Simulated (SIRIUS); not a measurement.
**B under changes of volume**

One of the cells (7.713 Å³/atom); the others are scaled copies at fixed shape and fractional positions:

```
CELL_PARAMETERS angstrom
-1.79509 1.79509 1.79509
1.79509 -1.79509 1.79509
1.79509 1.79509 -1.79509
ATOMIC_POSITIONS crystal
B 0.00000 0.50000 0.50000
B 0.50000 0.00000 0.50000
B 0.50000 0.50000 0.00000
```

The cell was built by a generator and needn't be a form met in nature.

- Program: SIRIUS 7.10.0
- Functional: PBE
- Potentials or basis: PseudoDojo 0.4.1 PBE standard (scalar relativistic)
- Cutoff: 1054 eV
- Density cutoff: 4214 eV
- k mesh: 10 × 10 × 10
- Occupations: fermi-dirac, width 0.05 eV
- Spin: no spin polarisation

| volume (Å³/atom) | energy over the lowest point (meV/atom) | pressure (GPa) |
| --- | --- | --- |
| 7.108 | 16.80 | 13.9 |
| 7.259 | 6.07 | 8.8 |
| 7.410 | 0.00 | 4.1 |
| 7.713 | 0.17 | -4.0 |
| 7.864 | ? | ? |
| 8.015 | 14.15 | -10.6 |

Q: What does the run at 7.864 Å³/atom give?

A: Energy over the lowest point 5.61 meV/atom; pressure -7.5 GPa.

Worked out: A Birch-Murnaghan fit of order 3 (a polynomial in V^(-2/3)) to the other rows has its minimum at 7.56 Å³/atom with B0 = V·E''(V) = 203 GPa and B' = 4.1. It gives 5.61 meV/atom at 7.864 Å³/atom, against the run's 5.61, and -dE/dV = -7.5 GPa, against -7.5.

Energies are extrapolated to zero smearing.
